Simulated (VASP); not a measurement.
# MoS2 (P6_3/mmc) in VASP: relaxation of cell and atoms with PBE+D3(BJ)

Aim: the relaxation of cell and atoms of MoS2 with PBE+D3(BJ).

All numbers are computed with VASP 6.6.1; they aren't measurements. Logs are shortened: lines on timing, memory, paths and dates and some standing lists are left out, and cuts for length are marked.

### 1 Starting point

Symmetry: P6_3/mmc, No. 194, hexagonal system. Conventional cell: a = 3.149 Å, b = 3.149 Å, c = 12.089 Å, α = 90.00°, β = 90.00°, γ = 120.00°. Mo (site symmetry -6m2) is surrounded by 6 S at 2.40 Å. S (site symmetry 3m) has 3 Mo at 2.40 Å as nearest neighbours.

### 2 Relaxation of cell and atoms, PBE+D3(BJ)

INCAR

```
ALGO = Normal ; EDIFF = 1E-7
EDIFFG = -0.005 ; ENCUT = 600
GGA = PE ; IBRION = 2
ISIF = 3 ; ISMEAR = 0
IVDW = 12 ; KPAR = 2
LASPH = True ; LCHARG = False
LREAL = False ; LWAVE = False
NELM = 80 ; NSW = 90
PREC = Accurate ; SIGMA = 0.03
```

KPOINTS

```
k-points
0
Gamma
  12 12 3
```

POSCAR

```
MoS2                                    
1.0
    3.1487811847      0.0000000000     -0.0000000000
   -1.5743905923      2.7269244969      0.0000000000
    0.0000000000      0.0000000000     12.0885171618
  Mo              S             
     2     4
Direct
     0.3333333332999970    0.6666666667000030    0.2500000000000000
     0.6666666667000030    0.3333333332999970    0.7500000000000000
     0.3333333332999970    0.6666666667000030    0.6205253139512723
     0.6666666667000030    0.3333333332999970    0.1205253139512724
     0.3333333332999970    0.6666666667000030    0.8794746860487277
     0.6666666667000030    0.3333333332999970    0.3794746860487276
```

Potentials or basis: VASP PAW PBE potentials, release 64 (Mo_sv, S).

On the command line:

```bash
> cat potpaw_PBE.64/Mo_sv/POTCAR potpaw_PBE.64/S/POTCAR > POTCAR
> mpirun -np 2 vasp_std > vasp.out
```

OUTCAR:

```text
EDIFF = 1E-7
   EDIFFG = -0.005
   ENCUT = 600
   GGA = PE
   IBRION = 2
   ISIF = 3
   ISMEAR = 0
   IVDW = 12
   LASPH = True
   LREAL = False
   NELM = 80
   NSW = 90
   PREC = Accurate
 IVDW          = 12

 ion  position               nearest neighbor table
   1  0.333  0.667  0.250-   4 2.40   6 2.40   4 2.40   6 2.40   4 2.40   6 2.40
   2  0.667  0.333  0.750-   3 2.40   5 2.40   3 2.40   5 2.40   3 2.40   5 2.40
   3  0.333  0.667  0.621-   2 2.40   2 2.40   2 2.40
   4  0.667  0.333  0.121-   1 2.40   1 2.40   1 2.40
   5  0.333  0.667  0.879-   2 2.40   2 2.40   2 2.40
   6  0.667  0.333  0.379-   1 2.40   1 2.40   1 2.40

  LATTYP: Found a hexagonal cell.
 ALAT       =     3.1487811847
 C/A-ratio  =     3.8391099453

  Lattice vectors:

 A1 = (   3.1487811847,   0.0000000000,   0.0000000000)
 A2 = (  -1.5743905923,   2.7269244969,   0.0000000000)
 A3 = (   0.0000000000,   0.0000000000,  12.0885171618)

Analysis of symmetry for initial positions (statically):
=====================================================================
 Subroutine PRICEL returns:
 Original cell was already a primitive cell.

 Routine SETGRP: Setting up the symmetry group for a
 hexagonal supercell.

 Subroutine GETGRP returns: Found 24 space group operations
 (whereof 12 operations were pure point group operations)
 out of a pool of 24 trial point group operations.

The static configuration has the point symmetry D_3d.
 The point group associated with its full space group is D_6h.

Analysis of symmetry for dynamics (positions and initial velocities):
=====================================================================
 Subroutine PRICEL returns:
 Original cell was already a primitive cell.

 Routine SETGRP: Setting up the symmetry group for a
 hexagonal supercell.

 Subroutine GETGRP returns: Found 24 space group operations
 (whereof 12 operations were pure point group operations)
 out of a pool of 24 trial point group operations.

The dynamic configuration has the point symmetry D_3d.
 The point group associated with its full space group is D_6h.

 Subroutine INISYM returns: Found 24 space group operations
 (whereof 12 operations are pure point group operations),
 and found     1 'primitive' translations

----------------------------------------------------------------------------------------

                                     Primitive cell

  volume of cell :     103.7979

  direct lattice vectors                    reciprocal lattice vectors
     3.148781185  0.000000000  0.000000000     0.317583198  0.183356745  0.000000000
    -1.574390592  2.726924497  0.000000000     0.000000000  0.366713490  0.000000000
     0.000000000  0.000000000 12.088517162     0.000000000  0.000000000  0.082723132

  length of vectors
     3.148781185  3.148781185 12.088517162     0.366713490  0.366713490  0.082723132

  position of ions in fractional coordinates (direct lattice)
     0.333333333  0.666666667  0.250000000
     0.666666667  0.333333333  0.750000000
     0.333333333  0.666666667  0.620525314
     0.666666667  0.333333333  0.120525314
     0.333333333  0.666666667  0.879474686
     0.666666667  0.333333333  0.379474686

  ion indices of the primitive-cell ions
   primitive index   ion index
                 1           1
                 2           2
                 3           3
                 4           4
                 5           5
                 6           6

----------------------------------------------------------------------------------------

 KPOINTS: k-points

Automatic generation of k-mesh.
 Grid dimensions read from file:
 generate k-points for:   12   12    3

 Generating k-lattice:

  Cartesian coordinates                     Fractional coordinates (reciprocal lattice)
     0.026465267  0.015279729  0.000000000     0.083333333  0.000000000  0.000000000
     0.000000000  0.030559458  0.000000000     0.000000000  0.083333333  0.000000000
     0.000000000  0.000000000  0.027574377     0.000000000  0.000000000  0.333333333

  Length of vectors
     0.030559458  0.030559458  0.027574377

  Shift w.r.t. Gamma in fractional coordinates (k-lattice)
     0.000000000  0.000000000  0.000000000

 Subroutine IBZKPT returns following result:
 ===========================================

 Found     38 irreducible k-points:

 Following reciprocal coordinates:
            Coordinates               Weight
  0.000000  0.000000  0.000000      1.000000
  0.083333  0.000000  0.000000      6.000000
  0.166667  0.000000  0.000000      6.000000
  0.250000  0.000000  0.000000      6.000000
  0.333333  0.000000  0.000000      6.000000
  0.416667  0.000000  0.000000      6.000000
[... 16 lines left out ...]
  0.250000  0.000000  0.333333     12.000000
  0.333333  0.000000  0.333333     12.000000
 [... further k-points ...]
   k-points           NKPTS =     38   k-points in BZ     NKDIM =     38   number of bands    NBANDS=     31
   number of dos      NEDOS =    301   number of ions     NIONS =      6
   total plane-waves  NPLWV =  76832
   dimension x,y,z NGX =    28 NGY =   28 NGZ =   98
   dimension x,y,z NGXF=    56 NGYF=   56 NGZF=  196
   ions per type =               2   4
   NGX,Y,Z   is equivalent  to a cutoff of  14.78, 14.78, 13.48 a.u.
   NGXF,Y,Z  is equivalent  to a cutoff of  29.57, 29.57, 26.95 a.u.
 SYSTEM =  unknown system
   PREC   = accura    normal or accurate (medium, high low for compatibility)
   ISTART =      0    job   : 0-new  1-cont  2-samecut
   ICHARG =      2    charge: 1-file 2-atom 10-const
   ISPIN  =      1    spin polarized calculation?
   LNONCOLLINEAR =      F non collinear calculations
   LSORBIT =      F    spin-orbit coupling
   LASPH  =      T    aspherical Exc in radial PAW
   ENCUT  =  600.0 eV  44.10 Ry    6.64 a.u.   6.29  6.29 24.14*2*pi/ulx,y,z
   NELM   =     80;   NELMIN=  2; NELMDL= -5     # of ELM steps
   EDIFF  = 0.1E-06   stopping-criterion for ELM
   LREAL  =      F    real-space projection
   EDIFFG = -.5E-02   stopping-criterion for IOM
   NSW    =     90    number of steps for IOM
   IBRION =      2    ionic relax: 0-MD 1-quasi-New 2-CG
   NFREE  =      1    steps in history (QN), initial steepest desc. (CG)
   ISIF   =      3    stress and relaxation
   ISYM   =      2    0-nonsym 1-usesym 2-fastsym
   POTIM  = 0.5000    time-step for ionic-motion
   TEBEG  =    0.0;   TEEND  =   0.0 temperature during run
   PSTRESS=    0.0 pullay stress
   NELECT =      52.0000    total number of electrons
   NUPDOWN=      -1.0000    fix difference up-down
   EMIN   =  10.00;   EMAX   =-10.00  energy-range for DOS
   EFERMI =   0.00;   METHOD = LEGACY
   ISMEAR =     0;   SIGMA  =   0.03  broadening in eV -4-tet -1-fermi 0-gaus
   EFERMI_NEDOS =   21; number of points for ismear=-14 and -15
   IALGO  =     38    algorithm
   IMIX   =      4    mixing-type and parameters
     AMIX     =   0.40;   BMIX     =  1.00
     AMIX_MAG =   1.60;   BMIX_MAG =  1.00
  volume/ion in A,a.u.               =      17.30       116.74
  Fermi-wavevector in a.u.,A,eV,Ry     =   1.300209  2.457038 23.001230  1.690543
  Thomas-Fermi vector in A             =   2.431422
   LORBIT       =      0    0 simple, 1 ext, 2 COOP (PROOUT), +10 PAW based schemes
   GGA     = PE    functional components
   LHFCALC =     F    Hartree Fock is set to
   AEXX    =    0.0000 exact exchange contribution
   IVDW    =    12    specifies the selected vdW correction
   LEPSILON=     F    determine dielectric tensor
   LRPA    =     F    only Hartree local field effects (RPA)
 conjugate gradient relaxation of ions
 non-spin polarized calculation
 Gauss-broadening in eV      SIGMA  =   0.03
  energy-cutoff  :      600.00
  volume of cell :      103.80
 maximum number of plane-waves:      3505
 NGX is ok and might be reduce to    28
   NGX = 13   NGY = 13   NGZ = 49

 number of electron      51.9999995 magnetization

 Free energy of the ion-electron system (eV)
  ---------------------------------------------------
  ext. energy  EPLUGINS =         0.00000000
  ---------------------------------------------------
  free energy    TOTEN  =       -43.54547789 eV

  energy without entropy =      -43.54547789  energy(sigma->0) =      -43.54547789

 E-fermi :   8.1202     XC(G=0): -11.0163

 val. band max:        7.9540668321   @ k =   0.0000   0.0000   0.0000
 cond. band min:       8.7544264573   @ k =   0.1667   0.1667   0.0000
 fundamental gap:      0.8003596253
 Fermi energy:         8.1201604152

 k-point     1 :       0.0000    0.0000    0.0000
  band No.  band energies     occupation
      1     -53.5849      2.00000
      2     -53.5849      2.00000
      3     -27.7498      2.00000
      4     -27.7497      2.00000
      5     -27.5078      2.00000
      6     -27.5078      2.00000
[... 23 lines left out ...]
     30      10.0857      0.00000
     31      10.1884      0.00000

 k-point     2 :       0.0833    0.0000    0.0000
  band No.  band energies     occupation
      1     -53.5820      2.00000
      2     -53.5820      2.00000
      3     -27.7442      2.00000
      4     -27.7441      2.00000
      5     -27.5364      2.00000
      6     -27.5364      2.00000
[... 23 lines left out ...]
     30      10.0550      0.00000
     31      10.1319      0.00000

 k-point     3 :       0.1667    0.0000    0.0000
  band No.  band energies     occupation
      1     -53.5741      2.00000
      2     -53.5741      2.00000
      3     -27.7288      2.00000
      4     -27.7287      2.00000
      5     -27.6137      2.00000
      6     -27.6137      2.00000
[... 703 lines left out ...]
     30       9.6960      0.00000
     31      10.3383      0.00000

 k-point    24 :       0.3333    0.0000    0.3333
  band No.  band energies     occupation
      1     -53.5525      2.00000
      2     -53.5525      2.00000
      3     -27.8205      2.00000
      4     -27.8205      2.00000
      5     -27.6866      2.00000
      6     -27.6866      2.00000
[... 23 lines left out ...]
     30       9.8174      0.00000
     31      10.7021      0.00000

 [... further k-points ...]

------------------------ aborting loop because EDIFF is reached ----------------------------------------

 Edisp (eV)   -2.62633

 E8    (eV) :    -1.0590

  FORCE on cell =-STRESS in cart. coord.  units (eV):
  Direction    XX          YY          ZZ          XY          YZ          ZX
  --------------------------------------------------------------------------------------
  -------------------------------------------------------------------------------------
  Total      -0.00995    -0.00995    -0.01253    -0.00000     0.00000     0.00000
  in kB      -0.15355    -0.15355    -0.19342    -0.00000     0.00000     0.00000
  external pressure =       -0.17 kB  Pullay stress =        0.00 kB

 VOLUME and BASIS-vectors are now :
 -----------------------------------------------------------------------------
  energy-cutoff  :      600.00
  volume of cell :      103.80
      direct lattice vectors                 reciprocal lattice vectors
     3.148781185  0.000000000  0.000000000     0.317583198  0.183356745  0.000000000
    -1.574390592  2.726924497  0.000000000     0.000000000  0.366713490  0.000000000
     0.000000000  0.000000000 12.088517162     0.000000000  0.000000000  0.082723132

 POSITION                                       TOTAL-FORCE (eV/Angst)
 -----------------------------------------------------------------------------------
     -0.00000      1.81795      3.02213        -0.000000      0.000000      0.000000
      1.57439      0.90897      9.06639         0.000000     -0.000000      0.000000
     -0.00000      1.81795      7.50123        -0.000000      0.000000     -0.001953
      1.57439      0.90897      1.45697         0.000000     -0.000000     -0.001953
     -0.00000      1.81795     10.63154        -0.000000      0.000000      0.001953
      1.57439      0.90897      4.58729         0.000000     -0.000000      0.001953
 -----------------------------------------------------------------------------------
    total drift:                               -0.000000      0.000000     -0.000000

  FREE ENERGIE OF THE ION-ELECTRON SYSTEM (eV)
  ---------------------------------------------------
  free  energy   TOTEN  =       -46.1718077955 eV

  energy  without entropy=      -46.1718077955  energy(sigma->0) =      -46.17180780

 reached required accuracy - stopping structural energy minimisation
```

Wall time 90 s (2 MPI ranks of Intel Xeon Platinum 8488C (Sapphire Rapids), shared host); peak memory 0.33 GiB.

What came out:

* Free energy: -46.1718 eV
* Pressure after relaxing: 0.0 GPa
* Band gap on the k mesh: 0.80 eV, indirect (least direct gap 1.71 eV)
* Dispersion energy per atom: -0.438 eV

Final structure:
```
CELL_PARAMETERS angstrom
3.14878 0.00000 0.00000
-1.57439 2.72692 0.00000
0.00000 0.00000 12.08852
ATOMIC_POSITIONS crystal
Mo 0.33333 0.66667 0.25000
Mo 0.66667 0.33333 0.75000
S 0.33333 0.66667 0.62053
S 0.66667 0.33333 0.12053
S 0.33333 0.66667 0.87947
S 0.66667 0.33333 0.37947
```

Levels at points of the mesh, in eV from the valence-band top:
```tsv
k point	band 24	band 25	band 26	band 27	band 28	band 29
(0.00, 0.00, 0.00)	-1.27	-1.11	0.00	2.09	2.09	2.13
(0.50, 0.00, 0.00)	-1.52	-1.49	-1.33	1.62	1.68	2.00
```

Caveat: the relaxation stopped at its first step, so nothing moved; an odd mesh through Γ misses points on the zone boundary, where band edges often lie.
